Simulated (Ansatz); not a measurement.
# Cobalt, dhcp under m-r²SCAN: ground state and equation of state, part 2 of 2

What does m-r²SCAN give for cobalt in the dhcp structure? We relax it, solve it on a dense k-mesh, then scale the cell to 7 volumes from 88 to 112 % of the relaxed one and try a fit of the equation of state. The start is antiferromagnetic (alternate layers). The k-meshes are 14×14×4 for the relaxation; 19×19×6 for the dense run; 19×19×6 for the volumes.

Ansatz 0.2.0; DFT, m-r2SCAN, plane waves (500 eV) with PAW, scalar-relativistic. The steps go on from the part before.

### 4 The cell scaled to 88 % of its volume

Input file input.yaml:

```yaml
crystal:
  lattice:
    - [2.3559548506, 0.0, 0.0]
    - [-1.1779774253, 2.0403167507, 0.0]
    - [0.0, 0.0, 7.6372366408]
  atoms:
    - { symbol: Co, position: [1.0, 1.0, 0.0], spin: 1.644 }
    - { symbol: Co, position: [1.0, 1.0, 0.5], spin: 1.644 }
    - { symbol: Co, position: [0.3333333333, 0.6666666667, 0.25], spin: 1.667 }
    - { symbol: Co, position: [0.6666666667, 0.3333333333, 0.75], spin: 1.667 }
hamiltonian:
  xc: mr2scan
  pseudopotentials:
    kind: paw
    azcp:
      Co: "pseudopotentials/Co.paw.azcp"
basis:
  ecutwfc: 500
  fft_grid_basis: typed
kpoints:
  mp_grid: { grid: [19, 19, 6], shift: [0, 0, 0] }
magnetization:
  spin_polarized: true
scf:
  occupations: { method: fermi_dirac, width: 0.05 }
output:
  stress: true
```

The log of the run (excerpt; [...] marks lines left out):

```text
Warning: RAYON_NUM_THREADS=2 ignored (pool sized by the plan → 2); use --threads N
[...]
Pseudopotentials: kind: paw
Pseudopotential: Co, paw, valence charge 17, recommended cutoff 500 eV (meta_gga), <dir>
Functional definition: m-r2SCAN
[...]
Crystal: 4 atoms, lattice volume = 36.711 Å³
Basis set: ecut = 500 eV, 957 PW (Γ), exchange–correlation on 72×72×240 points (64 copies of the dense FFT grid, shifted against one another)
[...]
Per-site moments (μB) at R_I (Å): [(1.5166598873256316, 0.9670143712232501), (1.5166598873256323, 0.9670143712232501), (1.548898288020104, 0.9670143712232501), (1.5488982880201045, 0.9670143712232501)]
Free energy (F): -20524.134740 eV
[...]
E sigma→0 (E₀):  -20524.120427 eV
Entropy (-TS):   -0.028626 eV (-7.157 meV/atom)
Fermi energy:    22.573298 eV
[...]
--- Stress (GPa, compression-positive) ---
       42.584312       0.000000       0.000000
       -0.000000      42.584312       0.000000
        0.000000       0.000000      42.129502
  P = ⅓ Tr σ = 42.4327 GPa (424.327 kbar)
```

It took 57 s on 2 threads of an Arm CPU, shared host; peak memory 0.84 GiB.

### 5 The cell scaled to 92 % of its volume

Edit input.yaml of step 4 so:

```diff
@@ -2,5 +2,5 @@
   lattice:
-    - [2.3559548506, 0.0, 0.0]
-    - [-1.1779774253, 2.0403167507, 0.0]
-    - [0.0, 0.0, 7.6372366408]
+    - [2.3911235407, 0.0, 0.0]
+    - [-1.1955617704, 2.0707737298, 0.0]
+    - [0.0, 0.0, 7.7512420552]
   atoms:
```

The log of the run (excerpt; [...] marks lines left out):

```text
Warning: RAYON_NUM_THREADS=2 ignored (pool sized by the plan → 2); use --threads N
[...]
Pseudopotentials: kind: paw
Pseudopotential: Co, paw, valence charge 17, recommended cutoff 500 eV (meta_gga), <dir>
Functional definition: m-r2SCAN
[...]
Crystal: 4 atoms, lattice volume = 38.380 Å³
Basis set: ecut = 500 eV, 1007 PW (Γ), exchange–correlation on 72×72×240 points (64 copies of the dense FFT grid, shifted against one another)
[...]
Per-site moments (μB) at R_I (Å): [(1.5586526214114105, 0.9814495497158432), (1.5586526214114107, 0.9814495497158432), (1.5888915621256456, 0.9814495497158432), (1.5888915621256452, 0.9814495497158432)]
Free energy (F): -20524.482960 eV
[...]
E sigma→0 (E₀):  -20524.469096 eV
Entropy (-TS):   -0.027729 eV (-6.932 meV/atom)
Fermi energy:    21.433427 eV
[...]
--- Stress (GPa, compression-positive) ---
       25.108027      -0.000000       0.000000
       -0.000000      25.108027       0.000000
        0.000000       0.000000      25.066107
  P = ⅓ Tr σ = 25.0941 GPa (250.941 kbar)
```

It took 60 s on 2 threads of an Arm CPU, shared host; peak memory 0.85 GiB.

### 6 The cell scaled to 96 % of its volume

Edit input.yaml of step 5 so:

```diff
@@ -2,5 +2,5 @@
   lattice:
-    - [2.3911235407, 0.0, 0.0]
-    - [-1.1955617704, 2.0707737298, 0.0]
-    - [0.0, 0.0, 7.7512420552]
+    - [2.4252870641, 0.0, 0.0]
+    - [-1.2126435321, 2.100360209, 0.0]
+    - [0.0, 0.0, 7.8619890471]
   atoms:
```

The log of the run (excerpt; [...] marks lines left out):

```text
Warning: RAYON_NUM_THREADS=2 ignored (pool sized by the plan → 2); use --threads N
[...]
Pseudopotentials: kind: paw
Pseudopotential: Co, paw, valence charge 17, recommended cutoff 500 eV (meta_gga), <dir>
Functional definition: m-r2SCAN
[...]
Crystal: 4 atoms, lattice volume = 40.049 Å³
Basis set: ecut = 500 eV, 1031 PW (Γ), exchange–correlation on 72×72×240 points (64 copies of the dense FFT grid, shifted against one another)
[...]
Per-site moments (μB) at R_I (Å): [(1.6004419197883797, 0.9954721521043369), (1.6004419197883806, 0.9954721521043369), (1.6263441242475905, 0.9954721521043369), (1.6263441242475898, 0.9954721521043369)]
Free energy (F): -20524.670012 eV
[...]
E sigma→0 (E₀):  -20524.655825 eV
Entropy (-TS):   -0.028372 eV (-7.093 meV/atom)
Fermi energy:    20.386909 eV
[...]
--- Stress (GPa, compression-positive) ---
       11.278304      -0.000000       0.000000
       -0.000000      11.278304       0.000000
        0.000000       0.000000      11.525834
  P = ⅓ Tr σ = 11.3608 GPa (113.608 kbar)
```

It took 65 s on 2 threads of an Arm CPU, shared host; peak memory 0.87 GiB.

### 7 The cell scaled to 100 % of its volume

Edit input.yaml of step 6 so:

```diff
@@ -2,5 +2,5 @@
   lattice:
-    - [2.4252870641, 0.0, 0.0]
-    - [-1.2126435321, 2.100360209, 0.0]
-    - [0.0, 0.0, 7.8619890471]
+    - [2.4585143035, 0.0, 0.0]
+    - [-1.2292571518, 2.1291358424, 0.0]
+    - [0.0, 0.0, 7.9697009119]
   atoms:
```

The log of the run (excerpt; [...] marks lines left out):

```text
Warning: RAYON_NUM_THREADS=2 ignored (pool sized by the plan → 2); use --threads N
[...]
Pseudopotentials: kind: paw
Pseudopotential: Co, paw, valence charge 17, recommended cutoff 500 eV (meta_gga), <dir>
Functional definition: m-r2SCAN
[...]
Crystal: 4 atoms, lattice volume = 41.717 Å³
Basis set: ecut = 500 eV, 1091 PW (Γ), exchange–correlation on 72×72×240 points (64 copies of the dense FFT grid, shifted against one another)
[...]
Per-site moments (μB) at R_I (Å): [(1.643549338171701, 1.0091104516731884), (1.6435493381717001, 1.0091104516731886), (1.6673043456499237, 1.0091104516731886), (1.667304345649924, 1.0091104516731884)]
Free energy (F): -20524.729755 eV
[...]
E sigma→0 (E₀):  -20524.715215 eV
Entropy (-TS):   -0.029080 eV (-7.270 meV/atom)
Fermi energy:    19.423621 eV
[...]
--- Stress (GPa, compression-positive) ---
        0.485332      -0.000000       0.000000
       -0.000000       0.485332       0.000000
        0.000000       0.000000       0.651804
  P = ⅓ Tr σ = 0.5408 GPa (5.408 kbar)
```

Wall time 67 s (2 threads of an Arm CPU, shared host); peak memory 0.88 GiB.

### 8 The cell scaled to 104 % of its volume

Edit input.yaml of step 7 so:

```diff
@@ -2,5 +2,5 @@
   lattice:
-    - [2.4585143035, 0.0, 0.0]
-    - [-1.2292571518, 2.1291358424, 0.0]
-    - [0.0, 0.0, 7.9697009119]
+    - [2.490866886, 0.0, 0.0]
+    - [-1.245433443, 2.1571540007, 0.0]
+    - [0.0, 0.0, 8.0745774245]
   atoms:
```

The log of the run (excerpt; [...] marks lines left out):

```text
Warning: RAYON_NUM_THREADS=2 ignored (pool sized by the plan → 2); use --threads N
[...]
Pseudopotentials: kind: paw
Pseudopotential: Co, paw, valence charge 17, recommended cutoff 500 eV (meta_gga), <dir>
Functional definition: m-r2SCAN
[...]
Crystal: 4 atoms, lattice volume = 43.386 Å³
Basis set: ecut = 500 eV, 1091 PW (Γ), exchange–correlation on 80×80×240 points (64 copies of the dense FFT grid, shifted against one another)
[...]
Per-site moments (μB) at R_I (Å): [(1.684084859244891, 1.0223897435995077), (1.684084859244892, 1.0223897435995077), (1.7058999797238494, 1.0223897435995077), (1.7058999797238494, 1.0223897435995077)]
Free energy (F): -20524.689037 eV
[...]
E sigma→0 (E₀):  -20524.674667 eV
Entropy (-TS):   -0.028741 eV (-7.185 meV/atom)
Fermi energy:    18.534856 eV
[...]
--- Stress (GPa, compression-positive) ---
       -8.055282      -0.000000       0.000000
       -0.000000      -8.055282       0.000000
        0.000000       0.000000      -8.060518
  P = ⅓ Tr σ = -8.0570 GPa (-80.570 kbar)
```

Wall time 69 s (2 threads of an Arm CPU, shared host); peak memory 0.91 GiB.

### 9 The cell scaled to 108 % of its volume

Edit input.yaml of step 8 so:

```diff
@@ -2,5 +2,5 @@
   lattice:
-    - [2.490866886, 0.0, 0.0]
-    - [-1.245433443, 2.1571540007, 0.0]
-    - [0.0, 0.0, 8.0745774245]
+    - [2.5224001942, 0.0, 0.0]
+    - [-1.2612000971, 2.1844626466, 0.0]
+    - [0.0, 0.0, 8.1767981169]
   atoms:
@@ -27 +27,5 @@
   stress: true
+  write_density: true
+  write_potential: true
+  elf: true
+  volumetric_format: npy
```

The log of the run (excerpt; [...] marks lines left out):

```text
Warning: RAYON_NUM_THREADS=2 ignored (pool sized by the plan → 2); use --threads N
[...]
Pseudopotentials: kind: paw
Pseudopotential: Co, paw, valence charge 17, recommended cutoff 500 eV (meta_gga), <dir>
Functional definition: m-r2SCAN
[...]
Crystal: 4 atoms, lattice volume = 45.055 Å³
Basis set: ecut = 500 eV, 1151 PW (Γ), exchange–correlation on 80×80×240 points (64 copies of the dense FFT grid, shifted against one another)
[...]
Free energy (F): -20524.567488 eV
[...]
E sigma→0 (E₀):  -20524.553170 eV
Entropy (-TS):   -0.028637 eV (-7.159 meV/atom)
Fermi energy:    17.713820 eV
[...]
--- Stress (GPa, compression-positive) ---
      -15.056677       0.000000       0.000000
        0.000000     -15.056677       0.000000
        0.000000       0.000000     -14.999287
  P = ⅓ Tr σ = -15.0375 GPa (-150.375 kbar)
--- Band table (eV; the first three rows and the last of 320) ---
[...]
```

Run time: 84 s. Hardware: 2 threads of an Arm CPU, shared host; peak memory 0.92 GiB.

### 10 The cell scaled to 112 % of its volume

Edit input.yaml of step 9 so:

```diff
@@ -2,5 +2,5 @@
   lattice:
-    - [2.5224001942, 0.0, 0.0]
-    - [-1.2612000971, 2.1844626466, 0.0]
-    - [0.0, 0.0, 8.1767981169]
+    - [2.5531642041, 0.0, 0.0]
+    - [-1.2765821021, 2.2111050607, 0.0]
+    - [0.0, 0.0, 8.2765249957]
   atoms:
```

The log of the run (excerpt; [...] marks lines left out):

```text
Warning: RAYON_NUM_THREADS=2 ignored (pool sized by the plan → 2); use --threads N
[...]
Pseudopotentials: kind: paw
Pseudopotential: Co, paw, valence charge 17, recommended cutoff 500 eV (meta_gga), <dir>
Functional definition: m-r2SCAN
[...]
Crystal: 4 atoms, lattice volume = 46.724 Å³
Basis set: ecut = 500 eV, 1195 PW (Γ), exchange–correlation on 80×80×256 points (64 copies of the dense FFT grid, shifted against one another)
[...]
Free energy (F): -20524.380742 eV
[...]
E sigma→0 (E₀):  -20524.365901 eV
Entropy (-TS):   -0.029682 eV (-7.420 meV/atom)
Fermi energy:    16.951466 eV
[...]
--- Stress (GPa, compression-positive) ---
      -20.706763       0.000000       0.000000
        0.000000     -20.706763       0.000000
        0.000000       0.000000     -20.390998
  P = ⅓ Tr σ = -20.6015 GPa (-206.015 kbar)
--- Band table (eV; the first three rows and the last of 320) ---
[...]
```

Wall time 98 s (2 threads of an Arm CPU, shared host); peak memory 0.94 GiB.

### 11 Fitting the volumes

The cell was scaled evenly, with its shape and the fractional positions fixed.

| V (Å³/atom) | E − E₀ (meV/atom) | P from the stress (GPa) | P from the fit (GPa) | largest moment (μB) |
| --- | --- | --- | --- | --- |
| 9.178 | 148.9 | 42.43 | 42.38 | 1.55 |
| 9.595 | 61.7 | 25.09 | 25.10 | 1.59 |
| 10.012 | 15.1 | 11.36 | 11.41 | 1.63 |
| 10.429 | 0.2 | 0.54 | 0.53 | 1.67 |
| 10.847 | 10.3 | -8.06 | -8.14 | 1.71 |
| 11.264 | 40.7 | -15.04 | -15.04 | 1.73 |
| 11.681 | 87.5 | -20.60 | -20.52 | 1.76 |

Fit (Birch-Murnaghan, third order): V₀ = 10.452 Å³/atom, B₀ = 240 GPa, B₀′ = 4.7, largest residual 0.17 meV/atom.

### 12 Results

What follows sums up all 2 parts.

| quantity | value |
| --- | --- |
| space group (spins left aside) | P6_3/mmc (No. 194) |
| conventional cell | a = 2.459 Å, c = 7.970 Å (c/a = 3.242) |
| volume | 10.429 Å³/atom |
| shortest distance | 2.446 Å |
| gap on the mesh | none (levels filled in part) |
| magnetic state | ferromagnetic, up to 1.67 μB per atom |
| relative to hcp, ferromagnetic | +6 meV/atom |
| V₀, B₀, B₀′ | 10.452 Å³/atom, 240 GPa, 4.7 |

What this shows: The relaxation shrank the cell by 5.8 % in volume. It lies 6 meV/atom above the element's reference form at the same level (hcp, ferromagnetic, from a run of its own). The final state is ferromagnetic (largest moment 1.67 μB). That is not the order it started in. Levels at the Fermi energy are filled in part, as in a metal. B₀ comes out at 240 GPa; letting shape and positions relax at each volume could only lower it. The symmetry was held, so the structure may be unstable against distortions that break it.
